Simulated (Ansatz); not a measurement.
Runs of Ansatz 0.2.0 on N. The structure is hexagonal, space group P6_3/mmc (No. 194). The conventional cell has a = 2.519 Å, b = 2.519 Å, c = 2.446 Å, α = 90.00°, β = 90.00°, γ = 120.00°. N (site symmetry -6m2) has 6 N at 1.90 Å as nearest neighbours. The real solid is made of molecules; this cell is a model form.

```csv
level,cutoff (eV),gap on the mesh (eV),pressure (GPa)
LDA,420,none,-6.5
PBE0,420,none,-1.7
HSE06,420,none,-1.7
PBEsol,420,none,(a)
r2SCAN,500,none,7.9
r2SCAN0,500,none,-3.3
```

Alike in all rows: task projected density of states; potentials or basis Ansatz PAW; no spin polarisation; cell as given; k mesh 7 × 7 × 6; smearing fermi-dirac 0.05 eV; the mesh is coarse, so values aren't converged.

Fill in the values left out.

(a) 0.3.

Caveats: all runs use coarse meshes; the PAW data sets come from PBE, with cores solved anew for the run's functional, which leaves a small shift of forces and pressure; the density of states is complete only up to the lowest level of the last band computed; the thresholds are loose for stress (some runs).

A gap of «none» marks a metal or a gap under the smearing width.

Runs at the PBE level aren't shown here.
